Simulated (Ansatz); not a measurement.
**What strain does to InAs (zincblende)**

InAs (zincblende), relaxed with r2SCAN in Ansatz 0.2.0. It is cubic, F-43m (No. 216); a = 6.109 Å in the conventional setting, 28.50 Å³ an atom. In is surrounded by 4 As at 2.65 Å; As is surrounded by 4 In at 2.65 Å.

The axes x, y and z are those of this cell:
```
CELL_PARAMETERS angstrom
0.00000 3.05459 3.05459
3.05459 0.00000 3.05459
3.05459 3.05459 0.00000
ATOMIC_POSITIONS crystal
In 0.00000 0.00000 0.00000
As 0.25000 0.25000 0.25000
```

Unstrained: The HSE06 gap is direct at Γ: 0.358 eV. Meshes: HSE06 6×6×6. Strains are changes of length per length, and xy shears are angles. After each strain the atoms were relaxed again with r2SCAN within the symmetry that the strain leaves, so tilts or polar shifts that break it weren't tested; points keep the names that they have in the unstrained zone. Spin-unpolarised throughout; all numbers are computed.

Changes of the least gap in eV (an overlap counts as a negative gap):
```
                                                                   strain  volume change (%)  space group   HSE06
                                                  uniaxial +0.5 % along z               +0.5        I-4m2  -0.038
                              xy shear, engineering strain (angle) -1.0 %                0.0         Imm2  -0.034
epitaxial +2.5 % in the plane normal to [111], free normal strain -1.46 %               +3.5          R3m  -0.242
             epitaxial +1.5 % in the xy plane, free normal strain -1.63 %               +1.3        I-4m2  -0.184
```

Uniaxial +0.5 % along z, other directions held. HSE06: the gap goes from 0.358 to 0.320 eV (-0.038 eV); with HSE06 the top three valence levels at Γ, degenerate before, become 2+1 from the top over 25 meV.

Xy shear, engineering strain (angle) -1.0 %. HSE06: the gap goes from 0.358 to 0.324 eV (-0.034 eV); with HSE06 the top three valence levels at Γ, degenerate before, become 1+1+1 from the top over 67 meV.

Epitaxial +2.5 % in the plane normal to [111], free normal strain -1.46 %. HSE06: the gap goes from 0.358 to 0.116 eV (-0.242 eV); it turns from direct (Γ) to indirect (Γ–K (0.07) → Γ); so small a gap is at the limit of these settings; with HSE06 the top three valence levels at Γ, degenerate before, become 1+2 from the top over 100 meV.

Epitaxial +1.5 % in the xy plane, free normal strain -1.63 %. HSE06: the gap goes from 0.358 to 0.174 eV (-0.184 eV); with HSE06 the top three valence levels at Γ, degenerate before, become 1+2 from the top over 150 meV.

No spin-orbit coupling is included; it can move band edges with weight on the heavy atoms by tenths of an eV.

Where an edge lies off the special points, it is a point of the mesh or the k point where a search put PBE's edge or least direct gap, reused for the other functionals, whose own edges may lie a little apart.

The meshes of the hybrids are coarse, so their gaps aren't converged to the digits shown.

The splittings at Γ are without spin-orbit coupling, which regroups them where it is of like size or larger.
